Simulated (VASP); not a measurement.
Set up this calculation in VASP 6.6.1, as the native input.

| Quantity | Value |
| --- | --- |
| Task | single point |
| Functional | PBEsol |
| Potentials or basis | VASP PAW PBE potentials, release 64 (Ge_d) |
| Cutoff | 520 eV |
| k mesh | 13 × 13 × 13 |
| Occupations | fermi-dirac, width 0.1 eV |
| Spin | no spin polarisation |
| Dipole correction | no |
| Further INCAR settings | ALGO = Normal; EDIFF = 1e-06; NBANDS = 13 |

The structure of Ge lies in POSCAR:

```
Ge
1.0
    2.7713874453      0.0000000000      0.0000000000
    0.0000000000      2.7713874453      0.0000000000
    0.0000000000      0.0000000000      2.7713874453
Ge
1
Direct
    0.0000000000      0.0000000000      0.0000000000
```

This isn't the form of Ge at room conditions, which is diamond.

These files were run (other wordings do the same):

INCAR

```
PREC     = Accurate       # precision mode
ENCUT    = 520            # plane-wave cutoff, eV
EDIFF    = 1E-6           # SCF threshold, eV
ISMEAR   = -1             # smearing method
SIGMA    = 0.1            # smearing width, eV
LREAL    = False          # projectors in reciprocal space
LASPH    = True           # aspherical terms in the spheres
NELM     = 60             # most SCF steps
ALGO     = Normal         # electronic algorithm
ISIF     = 2              # what is computed and relaxed
LWAVE    = False          # write WAVECAR
LCHARG   = True           # write CHGCAR
GGA      = PS             # functional
LELF     = True           # ELF
LVHAR    = True         
NBANDS   = 13             # bands
```

KPOINTS

```
Automatic mesh
0
Gamma
  13 13 13
```

Potentials or basis: VASP PAW PBE potentials, release 64 (Ge_d).

Run with:

```console
$ cat potpaw_PBE.64/Ge_d/POTCAR > POTCAR
$ mpirun -np 1 vasp_std > vasp.out
```

Results of the run:

```
Pressure               : -6.9 GPa
Band gap on the k mesh : none (metal or under the smearing width)
```

Caveat: the PAW data sets were made with another functional, which shifts forces and pressure a little.

Wall time 6 s on 1 thread of Intel(R) Xeon(R) 6975P-C (Granite Rapids), with other jobs on the host, peak memory 0.15 GiB.
